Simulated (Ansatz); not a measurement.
Runs of Ansatz 0.2.0 on HfN. The structure is cubic, space group Fm-3m (No. 225). The conventional cell has a = 4.512 Å, b = 4.512 Å, c = 4.512 Å, α = 90.00°, β = 90.00°, γ = 90.00°. Hf (site symmetry m-3m) is surrounded by 6 N at 2.26 Å. Around N (site symmetry m-3m) lie 6 Hf at 2.26 Å. 

| task | level | cell | k mesh | cutoff (eV) | mesh quality | gap on the mesh (eV) | pressure (GPa) | relaxed volume (Å³/atom) |
| --- | --- | --- | --- | --- | --- | --- | --- | --- |
| projected density of states | RPBE | as given | 6 × 6 × 6 | 420 | coarse | none | 11.1 | - |
| projected density of states | HSE06 | as given | 6 × 6 × 6 | 420 | coarse | none | 1.5 | - |
| relaxation of cell and atoms | r2SCAN+D3(BJ)-ATM | relaxed | 10 × 10 × 10 | 500 | not flagged | none | 0.0 | 11.52 |
| projected density of states | PBE0 | as given | 6 × 6 × 6 | 420 | coarse | none | (c) | - |
| relaxation of cell and atoms | r2SCAN+D4 | relaxed | 10 × 10 × 10 | 500 | not flagged | none | 0.0 | 11.52 |
| relaxation of cell and atoms | r2SCAN | relaxed | 10 × 10 × 10 | 500 | not flagged | none | 0.0 | 11.59 |
| relaxation of cell and atoms | r2SCAN+rVV10 | relaxed | 10 × 10 × 10 | 500 | not flagged | none | 0.0 | 11.51 |
| projected density of states | PBEsol | as given | 6 × 6 × 6 | 420 | coarse | none | (b) | - |
| relaxation of cell and atoms | r2SCAN+D3(BJ) | relaxed | 10 × 10 × 10 | 500 | not flagged | none | 0.0 | (a) |
| projected density of states | r2SCAN | as given | 6 × 6 × 6 | 500 | coarse | none | 2.4 | - |
| projected density of states | revPBE | as given | 6 × 6 × 6 | 420 | coarse | none | 9.8 | - |
| projected density of states | BLYP | as given | 6 × 6 × 6 | 420 | coarse | none | 15.2 | - |

Alike in all rows: potentials or basis Ansatz PAW; no spin polarisation; smearing fermi-dirac 0.05 eV.

**Question.** Estimate the missing entries.

**Answer.** (a) 11.48; (b) -2.1; (c) 1.6.

Caveats: some runs use coarse meshes; the PAW data sets come from PBE, with cores solved anew for the run's functional, which leaves a small shift of forces and pressure; the density of states is complete only up to the lowest level of the last band computed (some runs); the plane-wave basis is chosen anew once the cell has moved, so the energies of steps on either side of that aren't comparable (some runs); pairwise dispersion overbinds metals, which lowers pressure and volume (some runs); the thresholds are loose for stress (some runs); the dispersion damping was fitted for another functional or another form of the correction (some runs).

A k mesh can miss the band edges, and the runs leave out spin-orbit coupling on Hf.

A gap of «none» marks a metal or a gap under the smearing width.

Runs at the PBE level aren't shown here.
